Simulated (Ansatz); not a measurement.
Crystal: Au.

```xyz
1
Lattice="2.7484 0.0000 0.0000 0.0000 2.7484 0.0000 0.0000 0.0000 2.7484" Properties=species:S:1:pos:R:3 pbc="T T T"
Au    1.3742    1.3742    1.3742
```

The cell was built by a generator and needn't be a form met in nature.

Base run:

| Property | Result |
| --- | --- |
| Program | Ansatz 0.2.0 |
| Functional | PBEsol |
| Potentials or basis | Ansatz PAW |
| Cutoff | 420 eV (not typed: the program's choice for these potentials) |
| k mesh | 10 × 10 × 10 |
| Occupations | fermi-dirac, width 0.05 eV |
| Spin | no spin polarisation |

Its results: band gap on the k mesh none (metal or under the smearing width); pressure -6.3 GPa.

**Question.** The run is repeated on the same cell with these changes: functional from PBEsol to PBE. What comes out?

**Answer.** Band gap on the k mesh none (metal or under the smearing width); pressure 0.2 GPa.

PBE binds less tightly than PBEsol, so the same cell stands under more pressure.

Caveats: spin-orbit coupling is left out, which moves the levels of the heavy elements; the PAW data sets come from PBE, with cores solved anew for the run's functional, which leaves a small shift of forces and pressure (some runs).
